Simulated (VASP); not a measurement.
# EuS under changes of volume

One of the cells (26.952 Å³/atom); the others are scaled copies at fixed shape and fractional positions:

```
Eu S
1.0
     0.00000    2.99823    2.99823
     2.99823    0.00000    2.99823
     2.99823    2.99823    0.00000
Eu S
1 1
Direct
  0.00000 0.00000 0.00000
  0.50000 0.50000 0.50000
```

```yaml
Program: VASP 6.6.1
Functional: PBE
Potentials_or_basis: VASP PAW PBE potentials, release 64 (Eu, S)
Cutoff: 520 eV
k_mesh: 8 × 8 × 8
Occupations: fermi-dirac, width 0.05 eV
Spin: collinear spin, ferromagnetic start
Starting_moments: "[7.0, 0.0] μB"
```

```tsv
volume (Å³/atom)	energy over the lowest point (meV/atom)	pressure (GPa)	moment (μB per cell)
24.838	0.00	0.1	6.96
25.367	1.15	-1.0	6.97
25.895	5.67	-2.0	6.97
26.952	23.33	-3.6	6.98
27.481	35.90	-4.3	6.99
28.009	?	?	?
```

Question: What does the run at 28.009 Å³/atom give?

Answer: Energy over the lowest point 50.64 meV/atom; pressure -4.9 GPa; moment 6.99 μB per cell.

Worked out: A Birch-Murnaghan fit of order 3 (a polynomial in V^(-2/3)) to the other rows has its minimum at 24.93 Å³/atom with B0 = V·E''(V) = 53 GPa and B' = 4.4. It gives 50.56 meV/atom at 28.009 Å³/atom, against the run's 50.64, and -dE/dV = -4.7 GPa, against -4.9. A straight line through the other rows of the moment, of slope 0.0101 μB per Å³/atom, extrapolates to 6.99 μB, against the run's 6.99.

Energies are extrapolated to zero smearing.

Caveats: a cell with one magnetic atom can't hold antiferromagnetic order, which such compounds often take; without U or exact exchange the open f shell lies at the Fermi level, which spoils levels, moments and volumes.
